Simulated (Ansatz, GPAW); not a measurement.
Given: the input of a run of GPAW 26.7.0 (ASE script) on Ca. This isn't the form of Ca at room conditions, which is fcc.

The input run.py:

```python
from ase.dft.bandgap import bandgap
from ase.io import read, write
from ase.units import GPa
from gpaw import GPAW, PW

atoms = read('Ca.xyz')

calc = GPAW(mode=PW(600),
            xc='LDA',
            kpts={'size': (8, 8, 8), 'gamma': True},
            occupations={'name': 'methfessel-paxton', 'order': 0, 'width': 0.02},
            nbands=12,
            convergence={'density': 1e-05, 'energy': 1e-05},
            maxiter=150,
            txt='gpaw.txt')
atoms.calc = calc
energy = atoms.get_potential_energy()
forces = atoms.get_forces()
stress = atoms.get_stress()
calc.write('gs.gpw')
write('result.traj', atoms)
print(f'Energy: {energy:.6f} eV')
print('Forces (eV/A):')
print(forces.round(4))
print('Stress (GPa):', (stress / GPa).round(3))
print('Fermi level:', round(calc.get_fermi_level(), 4), 'eV')
print(f'Gap: {bandgap(calc)[0]:.4f} eV, direct: {bandgap(calc, direct=True)[0]:.4f} eV')
```

Contents of Ca.xyz:

```xyz
1
Lattice="-2.2400000000 2.2400000000 2.2400000000 2.2400000000 -2.2400000000 2.2400000000 2.2400000000 2.2400000000 -2.2400000000" Properties=species:S:1:pos:R:3 pbc="T T T"
Ca     0.0000000000      0.0000000000      0.0000000000
```

Potentials or basis: the program's PAW data sets (release 1.2.1) made for this functional, pw.

Launch:

```console
$ OMP_NUM_THREADS=1 python run.py
```

**Question.** What does the same run look like in Ansatz 0.2.0? Potentials or basis there: Ansatz PAW, cutoff 420 eV.

**Answer.** As run (cutoffs and basis follow the program's own potentials, and thresholds, step limits or extra output files can differ):

File input.yaml:

```yaml
crystal:
  lattice:
    - [-2.24, 2.24, 2.24]
    - [2.24, -2.24, 2.24]
    - [2.24, 2.24, -2.24]
  atoms:
    - { symbol: Ca, position: [0.0, 0.0, 0.0] }
hamiltonian:
  xc: lda
  pseudopotentials: { kind: paw }
kpoints:
  mp_grid: { grid: [8, 8, 8] }
scf:
  occupations: { method: gaussian, width: 0.02 }
output:
  forces: true
  stress: true
  eigenvalues: true
```

Potentials or basis: Ansatz PAW.

Launch:

```bash
$ ansatz run input.yaml --threads 1 --pin off --max-ram 3584MiB --backend cpu --events-out ev --progress --plain --runs-dir out
```

Both were run:

|  | GPAW | Ansatz |
| --- | --- | --- |
| Pressure | -2.4 GPa | -2.4 GPa |

Ansatz's pressure holds a Pulay term of +0.00 GPa for its cutoff of 420 eV, which the other run lacks.

Ansatz's potentials were made for PBE.

Where Ansatz's input types no cutoff or centring, it takes its own default and a Γ-centred mesh.

The two programs' LDA may be different fits to the electron gas.

Pressure is positive in compression.
